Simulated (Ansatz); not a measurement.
# Y2CS2 MXene monolayer in a perpendicular field, part 3 of 4

Aim: how the Y2CS2 MXene monolayer screens a field along its normal, and what the field does to its bands. A positive field points along +c.

Ansatz 0.2.0; plane-wave DFT, LDA, Ansatz PAW (the session's first sound run).

So far, equivalent conductor thickness p/(ε₀AE) (Å): step 9 (response, atoms held) 7.58.

## (10) Same geometry, cutoff 420 eV, functional LDA

This step: plane-wave DFT, LDA, Ansatz PAW (Ansatz 0.2.0).

The geometry is kept and the functional is LDA; other changes against the main runs: SCF threshold 1.0e-10 → 1.0e-09 eV and k-mesh 18×18×1 → 6×6×1.

The input, input.yaml:

```yaml
crystal:
  lattice:
    - [3.7485198972, 0.0, 0.0]
    - [-1.8742599486, 3.2463134575, 0.0]
    - [0.0, 0.0, 23.7156853341]
  atoms:
    - { symbol: S, position: [0.3333333333, 0.6666666667, 0.3794956744] }
    - { symbol: "Y", position: [0.6666666667, 0.3333333333, 0.439725967] }
    - { symbol: C, position: [0.0, 0.0, 0.5] }
    - { symbol: "Y", position: [0.3333333333, 0.6666666667, 0.560274033] }
    - { symbol: S, position: [0.6666666667, 0.3333333333, 0.6205043256] }
kpoints:
  mp_grid: { grid: [6, 6, 1] }
hamiltonian:
  xc: lda
scf:
  occupations: { method: fermi_dirac, width: 0.05 }
  convergence: { dr2_threshold: 1.0e-09 }
efield:
  axis: 3
  dipole_correction: true
  ramp_position: 0.97
  ramp_width: 0.06
  amplitude: 0.1
output:
  write_potential: true
  write_density: true
  volumetric_format: npy
```

Launch:

```sh
ansatz run input.yaml --threads 4 --pin off --max-ram 6144MiB --backend cpu --events-out ev --progress --plain --runs-dir out
```

Numbers of over 12 decimals in the logs are rounded to 6 here.

The program printed:

```text
[...]
Crystal: 5 atoms, lattice volume = 288.593 Å³
Basis set: ecut = 420 eV, 5659 PW (Γ)
Bands: 24, of which v1, the nominal top of the filled ones, is band 19 counted from 1 (18 counted from 0)
Symmetry: 6 space group operations
k-points: 7 of 36 (time reversal used)
[...]
SCF iter   1: F=—  HF=-9478.891997 eV  |F-HF|=—  |Δ(HF+E_count)|=         —  Δρ=3.96e-2  dr2=1.32e1  ethr=3.10e-3  p=0.053 e·Å  D=3.29e-2 V/Å  ΔV_dip=-0.78 eV  dr2_dipole=1.64e-3  V_vac-E_F(+/−)=10.15/8.79 eV  ⟨swp⟩=9.1  Hψ=972  notcnv=0
[...]
SCF iter  12: F=-9476.920634 eV  HF=-9476.920634 eV  |F-HF|=7.28e-11  |Δ(HF+E_count)|=   1.01e-9  Δρ=1.09e-7  dr2=1.21e-10  ethr=2.63e-12  p=0.051 e·Å  D=3.19e-2 V/Å  ΔV_dip=-0.76 eV  dr2_dipole=3.26e-11  V_vac-E_F(+/−)=7.56/6.18 eV  ⟨swp⟩=5.0  Hψ=532  notcnv=0
SCF 1 converged in 12 iterations: F = -9476.920634 eV  dr2 = 1.21e-10
[...]
SCF converged after 12 iterations
Free energy (F): -9476.920634 eV
[...]
Internal energy: -9476.885457 eV  (E = F + TS)
E sigma→0 (E₀):  -9476.903045 eV
Entropy (-TS):   -0.035177 eV (-7.035 meV/atom)
Fermi energy:    -1.862313 eV
Dipole field:    D = 0.031899 V/Å  (p = 0.050874 e·Å, saw-weighted, corrected)
Work function:   not extracted (applied field tilts the vacuum); planar V_es + V_field profile in the machine report
[...]
--- Band table (eV; the first three rows and the last of 7) ---
  k-point 0: bands = [... 15 lower, -2.7657, -2.7657, -1.4498, -1.0748, -1.0748, 1.4517, 1.4517, 1.9878, ... 1 higher]
  k-point 1: bands = [... 15 lower, -2.9174, -2.7751, -2.1379, -1.5067, -1.2952, 1.0071, 2.0699, 2.2321, ... 1 higher]
  k-point 2: bands = [... 15 lower, -3.1795, -2.8410, -2.4537, -1.8070, -1.7447, 0.3153, 2.4244, 3.1218, ... 1 higher]
  k-point 6: bands = [... 15 lower, -3.0765, -3.0630, -2.5163, -2.5135, -2.4989, 2.2671, 2.2705, 2.4643, ... 1 higher]
```

Run time: 2.1 s. Hardware: 4 threads of Arm Neoverse V1, shared host; peak memory 0.5 GiB; 7.6 s of CPU time.

This step gave:

| Property | Result |
| --- | --- |
| energy at zero smearing | -9476.9030 eV |
| dipole along the normal | 0.05087 e·Å |

The dipole is 0.0509 e·Å.

## (11) Same geometry, cutoff 420 eV, functional LDA (run 2)

The same run in the opposite field.

input.yaml, as its differences from that of step 10:

```diff
@@ -23,3 +23,3 @@
   ramp_width: 0.06
-  amplitude: 0.1
+  amplitude: -0.1
 output:
```

The program printed:

```text
[...]
Crystal: 5 atoms, lattice volume = 288.593 Å³
Basis set: ecut = 420 eV, 5659 PW (Γ)
Bands: 24, of which v1, the nominal top of the filled ones, is band 19 counted from 1 (18 counted from 0)
Symmetry: 6 space group operations
k-points: 7 of 36 (time reversal used)
[...]
k-point 0: bands = [... 15 lower, -2.7657, -2.7657, -1.4498, -1.0748, -1.0748, 1.4517, 1.4517, 1.9878, ... 1 higher]
  k-point 1: bands = [... 15 lower, -2.9174, -2.7751, -2.1379, -1.5067, -1.2952, 1.0071, 2.0699, 2.2321, ... 1 higher]
  k-point 2: bands = [... 15 lower, -3.1795, -2.8410, -2.4537, -1.8070, -1.7447, 0.3153, 2.4244, 3.1218, ... 1 higher]
  k-point 6: bands = [... 15 lower, -3.0765, -3.0630, -2.5163, -2.5135, -2.4989, 2.2671, 2.2705, 2.4643, ... 1 higher]
[key lines of the parts left out:]
SCF converged after 12 iterations
Free energy (F): -9476.920634 eV
Fermi energy:    -1.862313 eV
Dipole field:    D = -0.031898 V/Å  (p = -0.050874 e·Å, saw-weighted, corrected)
```

It took 2.1 s on 4 threads; peak memory 0.5 GiB; 7.7 s of CPU time.

The dipole is -0.0509 e·Å.

## (12) Response at this level

This step: plane-wave DFT, LDA, Ansatz PAW; response to a field along the normal, atoms held (Ansatz 0.2.0).

The two signs of the field give the slope at this level.

This step gave:

| Quantity | Value |
| --- | --- |
| equivalent conductor thickness p/(ε₀AE) | 7.565 Å |

The induced dipole is that of a conductor 7.56 Å thick.

## (13) Same geometry, cutoff 420 eV, functional PBE

This step: plane-wave DFT, PBE, Ansatz PAW (Ansatz 0.2.0).

The geometry is kept and the functional is PBE; other changes against the main runs: SCF threshold 1.0e-10 → 1.0e-09 eV and k-mesh 18×18×1 → 6×6×1.

input.yaml, as its differences from that of step 11:

```diff
@@ -14,3 +14,3 @@
 hamiltonian:
-  xc: lda
+  xc: pbe
 scf:
@@ -23,3 +23,3 @@
   ramp_width: 0.06
-  amplitude: -0.1
+  amplitude: 0.1
 output:
```

The program printed:

```text
[...]
Crystal: 5 atoms, lattice volume = 288.593 Å³
Basis set: ecut = 420 eV, 5659 PW (Γ)
Bands: 24, of which v1, the nominal top of the filled ones, is band 19 counted from 1 (18 counted from 0)
Symmetry: 6 space group operations
k-points: 7 of 36 (time reversal used)
[...]
k-point 0: bands = [... 15 lower, -2.5693, -2.5693, -1.2302, -0.8842, -0.8842, 1.7622, 1.7622, 2.2889, ... 1 higher]
  k-point 1: bands = [... 15 lower, -2.7206, -2.5793, -1.9119, -1.3016, -1.0912, 1.3110, 2.3742, 2.5286, ... 1 higher]
  k-point 2: bands = [... 15 lower, -2.9745, -2.6436, -2.2361, -1.6043, -1.5358, 0.6177, 2.7497, 3.4261, ... 1 higher]
  k-point 6: bands = [... 15 lower, -2.8757, -2.8617, -2.3102, -2.3077, -2.2755, 2.5667, 2.5698, 2.7613, ... 1 higher]
[key lines of the parts left out:]
SCF converged after 12 iterations
Free energy (F): -9756.136544 eV
Fermi energy:    -1.656624 eV
Dipole field:    D = 0.031840 V/Å  (p = 0.050781 e·Å, saw-weighted, corrected)
```

Wall time 2.2 s (4 threads); peak memory 0.51 GiB.

The dipole is 0.0508 e·Å.

## (14) Same geometry, cutoff 420 eV, functional PBE (run 2)

The same run in the opposite field.

input.yaml, as its differences from that of step 13:

```diff
@@ -23,3 +23,3 @@
   ramp_width: 0.06
-  amplitude: 0.1
+  amplitude: -0.1
 output:
```

The program printed:

```text
[...]
Crystal: 5 atoms, lattice volume = 288.593 Å³
Basis set: ecut = 420 eV, 5659 PW (Γ)
Bands: 24, of which v1, the nominal top of the filled ones, is band 19 counted from 1 (18 counted from 0)
Symmetry: 6 space group operations
k-points: 7 of 36 (time reversal used)
[...]
k-point 0: bands = [... 15 lower, -2.5693, -2.5693, -1.2302, -0.8842, -0.8842, 1.7622, 1.7622, 2.2889, ... 1 higher]
  k-point 1: bands = [... 15 lower, -2.7206, -2.5793, -1.9119, -1.3016, -1.0912, 1.3110, 2.3742, 2.5286, ... 1 higher]
  k-point 2: bands = [... 15 lower, -2.9745, -2.6436, -2.2361, -1.6043, -1.5358, 0.6177, 2.7497, 3.4261, ... 1 higher]
  k-point 6: bands = [... 15 lower, -2.8757, -2.8617, -2.3102, -2.3077, -2.2755, 2.5667, 2.5698, 2.7613, ... 1 higher]
[key lines of the parts left out:]
SCF converged after 12 iterations
Free energy (F): -9756.136544 eV
Fermi energy:    -1.656624 eV
Dipole field:    D = -0.031840 V/Å  (p = -0.050781 e·Å, saw-weighted, corrected)
```

It took 2.2 s on 4 threads; peak memory 0.51 GiB; 7.9 s of CPU time.

The dipole is -0.0508 e·Å.

## (15) Response at this level

This step: plane-wave DFT, PBE, Ansatz PAW; response to a field along the normal, atoms held (Ansatz 0.2.0).

The induced dipole is that of a conductor 7.55 Å thick.

## (16) Same geometry, cutoff 500 eV, functional r2SCAN

This step: plane-wave DFT, r2SCAN, Ansatz PAW (Ansatz 0.2.0).

The geometry is kept and the functional is r2SCAN; other changes against the main runs: SCF threshold 1.0e-10 → 1.0e-09 eV, cutoff 420 → 500 and k-mesh 18×18×1 → 6×6×1.

input.yaml, as its differences from that of step 14:

```diff
@@ -14,3 +14,3 @@
 hamiltonian:
-  xc: pbe
+  xc: r2scan
 scf:
@@ -23,3 +23,3 @@
   ramp_width: 0.06
-  amplitude: -0.1
+  amplitude: 0.1
 output:
```

The program printed:

```text
[...]
Crystal: 5 atoms, lattice volume = 288.593 Å³
Basis set: ecut = 500 eV, 7299 PW (Γ), exchange–correlation on 120×120×720 points (64 copies of the dense FFT grid, shifted against one another)
Bands: 24, of which v1, the nominal top of the filled ones, is band 19 counted from 1 (18 counted from 0)
Symmetry: 6 space group operations
k-points: 7 of 36 (time reversal used)
[...]
k-point 0: bands = [... 15 lower, -2.8651, -2.8651, -1.4299, -1.1267, -1.1267, 1.9051, 1.9051, 2.4836, ... 1 higher]
  k-point 1: bands = [... 15 lower, -3.0036, -2.8786, -2.1448, -1.5408, -1.2998, 1.4549, 2.5357, 2.6983, ... 1 higher]
  k-point 2: bands = [... 15 lower, -3.2893, -2.9465, -2.4799, -1.8631, -1.7642, 0.7339, 2.9444, 3.6280, ... 1 higher]
  k-point 6: bands = [... 15 lower, -3.1695, -3.1537, -2.5837, -2.5814, -2.5083, 2.7465, 2.7497, 2.9472, ... 1 higher]
[key lines of the parts left out:]
SCF converged after 11 iterations
Free energy (F): -9787.233909 eV
Fermi energy:    -1.903814 eV
Dipole field:    D = 0.031697 V/Å  (p = 0.050552 e·Å, saw-weighted, corrected)
```

Wall time 5.7 s (4 threads); peak memory 1 GiB; 22 s of CPU time.

The dipole is 0.0506 e·Å.

## (17) Same geometry, cutoff 500 eV, functional r2SCAN (run 2)

The same run in the opposite field.

input.yaml, as its differences from that of step 16:

```diff
@@ -23,3 +23,3 @@
   ramp_width: 0.06
-  amplitude: 0.1
+  amplitude: -0.1
 output:
```

The program printed:

```text
[...]
Crystal: 5 atoms, lattice volume = 288.593 Å³
Basis set: ecut = 500 eV, 7299 PW (Γ), exchange–correlation on 120×120×720 points (64 copies of the dense FFT grid, shifted against one another)
Bands: 24, of which v1, the nominal top of the filled ones, is band 19 counted from 1 (18 counted from 0)
Symmetry: 6 space group operations
k-points: 7 of 36 (time reversal used)
[...]
k-point 0: bands = [... 15 lower, -2.8651, -2.8651, -1.4299, -1.1267, -1.1267, 1.9051, 1.9051, 2.4836, ... 1 higher]
  k-point 1: bands = [... 15 lower, -3.0036, -2.8786, -2.1448, -1.5408, -1.2998, 1.4549, 2.5357, 2.6983, ... 1 higher]
  k-point 2: bands = [... 15 lower, -3.2893, -2.9465, -2.4799, -1.8631, -1.7642, 0.7339, 2.9444, 3.6280, ... 1 higher]
  k-point 6: bands = [... 15 lower, -3.1695, -3.1537, -2.5837, -2.5814, -2.5083, 2.7465, 2.7497, 2.9472, ... 1 higher]
[key lines of the parts left out:]
SCF converged after 11 iterations
Free energy (F): -9787.233909 eV
Fermi energy:    -1.903814 eV
Dipole field:    D = -0.031693 V/Å  (p = -0.050547 e·Å, saw-weighted, corrected)
```

Elapsed: 5.8 s, on 4 threads; peak memory 1 GiB.

The dipole is -0.0505 e·Å.

## (18) Response at this level

This step: plane-wave DFT, r2SCAN, Ansatz PAW; response to a field along the normal, atoms held (Ansatz 0.2.0).

The induced dipole is that of a conductor 7.52 Å thick.

## (19) Same geometry, cutoff 420 eV, functional HSE06

This step: plane-wave DFT, HSE06, Ansatz PAW (Ansatz 0.2.0).

The geometry is kept and the functional is HSE06; other changes against the main runs: SCF threshold 1.0e-10 → 1.0e-09 eV and k-mesh 18×18×1 → 6×6×1.

input.yaml, as its differences from that of step 17:

```diff
@@ -14,3 +14,3 @@
 hamiltonian:
-  xc: r2scan
+  xc: hse06
 scf:
@@ -23,3 +23,3 @@
   ramp_width: 0.06
-  amplitude: -0.1
+  amplitude: 0.1
 output:
```

The program printed:

```text
[...]
Crystal: 5 atoms, lattice volume = 288.593 Å³
Basis set: ecut = 420 eV, 5659 PW (Γ)
Bands: 24, of which v1, the nominal top of the filled ones, is band 19 counted from 1 (18 counted from 0)
Symmetry: 6 space group operations
k-points: 7 of 36 (time reversal used)
[...]
k-point 0: bands = [... 15 lower, -3.2353, -3.2353, -1.3793, -1.2841, -1.2841, 2.1890]
  k-point 1: bands = [... 15 lower, -3.4055, -3.2560, -2.4502, -1.7559, -1.2729, 1.6573]
  k-point 2: bands = [... 15 lower, -3.7153, -3.3419, -2.8255, -2.1808, -1.8737, 0.8823]
  k-point 6: bands = [... 15 lower, -3.6179, -3.6038, -2.9971, -2.9917, -2.7099, 3.0133]
  guard bands above this table: 3 of the run's 24 bands. The solve was not asked for them (output.publish_guard_bands: true or output.eigenvalues: true publishes all)
[key lines of the parts left out:]
Free energy (F): -9761.797961 eV
Fermi energy:    -2.173111 eV
Dipole field:    D = 0.031678 V/Å  (p = 0.050523 e·Å, saw-weighted, corrected)
```

Run time: 39 s. Hardware: 4 threads; peak memory 3.7 GiB.

The dipole is 0.0505 e·Å.

## (20) Same geometry, cutoff 420 eV, functional HSE06 (run 2)

The same run in the opposite field.

input.yaml, as its differences from that of step 19:

```diff
@@ -23,3 +23,3 @@
   ramp_width: 0.06
-  amplitude: 0.1
+  amplitude: -0.1
 output:
```

The program printed:

```text
[...]
Crystal: 5 atoms, lattice volume = 288.593 Å³
Basis set: ecut = 420 eV, 5659 PW (Γ)
Bands: 24, of which v1, the nominal top of the filled ones, is band 19 counted from 1 (18 counted from 0)
Symmetry: 6 space group operations
k-points: 7 of 36 (time reversal used)
[...]
--- Band table (eV; the first three rows and the last of 7) ---
  k-point 0: bands = [... 15 lower, -3.2353, -3.2353, -1.3793, -1.2841, -1.2841, 2.1890]
  k-point 1: bands = [... 15 lower, -3.4055, -3.2560, -2.4502, -1.7559, -1.2729, 1.6573]
  k-point 2: bands = [... 15 lower, -3.7153, -3.3419, -2.8255, -2.1808, -1.8737, 0.8823]
  k-point 6: bands = [... 15 lower, -3.6179, -3.6038, -2.9971, -2.9917, -2.7099, 3.0133]
[...]
[key lines of the parts left out:]
Free energy (F): -9761.797961 eV
Fermi energy:    -2.173119 eV
Dipole field:    D = -0.031684 V/Å  (p = -0.050531 e·Å, saw-weighted, corrected)
```

Elapsed: 39 s, on 4 threads; peak memory 3.7 GiB; 2.5 min of CPU time.

The dipole is -0.0505 e·Å.

## (21) Side by side

Times are for 4 threads of Arm Neoverse V1, shared host. The series side by side:

```csv
no.,functional,field,dipole along the normal (e·Å),time,memory (GiB)
1,lda,0.1 V/Å,0.05087,2.1 s,0.50
2,lda,-0.1 V/Å,-0.05087,2.1 s,0.50
3,pbe,0.1 V/Å,0.05078,2.2 s,0.51
4,pbe,-0.1 V/Å,-0.05078,2.2 s,0.51
5,r2scan,0.1 V/Å,0.05055,5.7 s,1.0
6,r2scan,-0.1 V/Å,-0.05055,5.8 s,1.0
7,hse06,0.1 V/Å,0.05052,39 s,3.7
8,hse06,-0.1 V/Å,-0.05053,39 s,3.7
```

## (22) Response at this level

This step: plane-wave DFT, HSE06, Ansatz PAW; response to a field along the normal, atoms held (Ansatz 0.2.0).

The induced dipole is that of a conductor 7.51 Å thick.

(Continued in part 4 of 4.)

[Logs are printed without paths, hosts, clocks, repeated set-up lines and the standing remarks that a program may print on its own settings, such as how far it seeks lower states.]

[Hosts, paths, dates, database ids (printed as entryN), source tags and the programs' standing remarks are cut or masked in the printed files.]

[Maps of the electrostatic potential energy from Ansatz leave out the sawtooth potential of an applied field or a dipole correction, so their vacuum need not be flat; planar profiles and work functions include it.]
